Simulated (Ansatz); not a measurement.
Consider the ligand exchange at a B–C bond: `OB(O)C1=CCC=C1` + CH₃OH → `COB(O)O` + `C1=CCC=C1`.

Calculated with Ansatz (gas phase, PBE0-D4/def2-TZVP geometries, no zero-point term in ΔE). CCSD(T)/CBS is the MP2 limit (def2-TZVPP, def2-QZVPP) plus CCSD(T) − MP2 in def2-TZVPP, frozen cores. This one scheme is used for every species. Functionals use def2-TZVPP. B3LYP here is the variant with VWN-RPA as its local correlation; programs differ in this. One conformer a species, not always the lowest.

**Question.** Is it downhill or uphill in electronic energy at CCSD(T)/CBS, and by how much? (An estimate is asked.)

**Answer.** The calculation gave: Downhill: ΔE = -25.0 kcal/mol.

**Question.** What do these levels give: PBE-D4, r2SCAN-D4, PBE0-D4, B3LYP-D4, ωB97X-V, ωB97M-V, PBE0, B3LYP, MP2/def2-TZVPP, MP2/def2-QZVPP, HF/CBS(def2), CCSD/CBS(def2)? (Estimate.)

**Answer.** Ansatz gave: PBE-D4 -23.1, r2SCAN-D4 -25.5, PBE0-D4 -24.3, B3LYP-D4 -25.4, ωB97X-V -25.4, ωB97M-V -25.6, PBE0 -24.9, B3LYP -26.4, MP2/def2-TZVPP -25.0, MP2/def2-QZVPP -24.8, HF/CBS(def2) -29.5, CCSD/CBS(def2) -25.7 kcal/mol.

Largest T1 diagnostic among the species: 0.012.

In def2-TZVPP, CCSD(T) changes the Hartree–Fock value by +4.1 kcal/mol (the triples alone add +0.7 kcal/mol) and MP2 by +4.5 kcal/mol. The D4 term adds +1.0 kcal/mol with B3LYP and +0.7 kcal/mol with PBE0; it sums over pairs of atoms, weighted by their polarisabilities, and B3LYP, whose exchange is more repulsive, gets the larger term. From PBE to PBE0 (25 % exact exchange), in def2-TZVPP and without D4, ΔE moves by −1.1 kcal/mol.
